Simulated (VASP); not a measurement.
A run of VASP 6.6.1 is set up as follows.

INCAR

```
PREC = Accurate ; ENCUT = 600
EDIFF = 1E-6 ; ISMEAR = 0
SIGMA = 0.03 ; LREAL = False
LASPH = True ; NELM = 80
ALGO = Normal ; ISIF = 3
LWAVE = False ; LCHARG = False
METAGGA = R2SCAN ; LMIXTAU = True
IBRION = 2 ; NSW = 90
EDIFFG = -0.01
```

Contents of KPOINTS:

```
regular mesh
0
Gamma
  9 9 5
```

Contents of POSCAR:

```
SnS2
1.0
    3.6390000000      0.0000000000      0.0000000000
   -1.8195000000      3.1514664444      0.0000000000
    0.0000000000      0.0000000000      5.8680000000
Sn S
1 2
Direct
    0.0000000000      0.0000000000      0.0000000000
    0.3333333333      0.6666666667      0.2500000000
    0.6666666667      0.3333333333      0.7500000000
```

Potentials or basis: VASP PAW PBE potentials, release 64 (Sn_d, S).

Run with:

```sh
$ cat potpaw_PBE.64/Sn_d/POTCAR potpaw_PBE.64/S/POTCAR > POTCAR
$ mpirun -np 1 vasp_std > vasp.out
```

Task: Predict the space group after relaxing (to 0.05 Å).

Result: P-3m1 (No. 164).

Task: Predict the band gap on the k mesh.

Result: 1.95 eV, indirect (least direct gap 2.23 eV).

The path:
```tsv
step	energy change (eV)	largest force (eV/Å)	pressure (GPa)	volume (Å³)
1	0.0000	0.0196	2.04	67.30
2	-0.0052	0.3719	-1.39	70.12
3	-0.0104	0.2309	-0.04	68.93
4	-0.0142	0.1468	0.01	69.26
5	-0.0164	0.0203	0.09	69.77
6	-0.0201	0.0165	0.09	70.18
7	-0.0268	0.0035	0.16	71.39
8	-0.0258	0.0280	0.56	73.76
9	-0.0282	0.0226	0.36	72.56
10	-0.0243	0.1683	-1.16	74.44
11	-0.0286	0.0212	0.00	72.99
12	-0.0287	0.0146	0.01	73.06
13	-0.0287	0.0014	0.00	73.03
```

Caveat: the PAW data sets were made with another functional, which shifts forces and pressure a little; spin-orbit coupling is left out, which moves the levels of the heavy elements; an odd mesh through Γ misses points on the zone boundary, where band edges often lie. Zero-point motion and thermal expansion aren't in these numbers.
